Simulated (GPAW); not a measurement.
Sb:

```xyz
1
Lattice="-1.8713 1.8713 1.8713 1.8713 -1.8713 1.8713 1.8713 1.8713 -1.8713" Properties=species:S:1:pos:R:3 pbc="T T T"
Sb    0.0000    0.0000    0.0000
```

This isn't the form of Sb at room conditions, which is rhombohedral.

- Program: GPAW 26.7.0
- Task: relaxation of cell and atoms
- Functional: PBEsol
- Dispersion: D3(BJ)+ATM
- Potentials or basis: PAW data sets generated in the run's folder for this functional
- Cutoff: 600 eV
- Basis: pw
- k mesh: 10 × 10 × 10
- Occupations: fermi-dirac, width 0.05 eV
- Spin: no spin polarisation

At the start: pressure -3.4 GPa; volume 26.21 Å³/atom.

Q: Where does the relaxation end?

A: Over 3 steps the energy falls by 13.6 meV/atom and the volume is 24.90 Å³/atom (-5.0 %); space group Im-3m (No. 229, to 0.05 Å).

The path:
```
step  energy change (eV)  largest force (eV/Å)  pressure (GPa)  volume (Å³)
   1              0.0000                0.0000           -3.36        26.21
   2             -0.0098                0.0000           -1.86        25.60
   3             -0.0136                0.0000            0.10        24.90
```

Final structure:
```yaml
crystal:
  lattice:
    - [-1.83962, 1.83962, 1.83962]
    - [1.83962, -1.83962, 1.83962]
    - [1.83962, 1.83962, -1.83962]
  atoms:
    - { symbol: Sb, position: [0.00000, 0.00000, 0.00000] }
```

Caveat: later steps reuse the first step's grids; pairwise dispersion overbinds metals, which lowers pressure and volume.
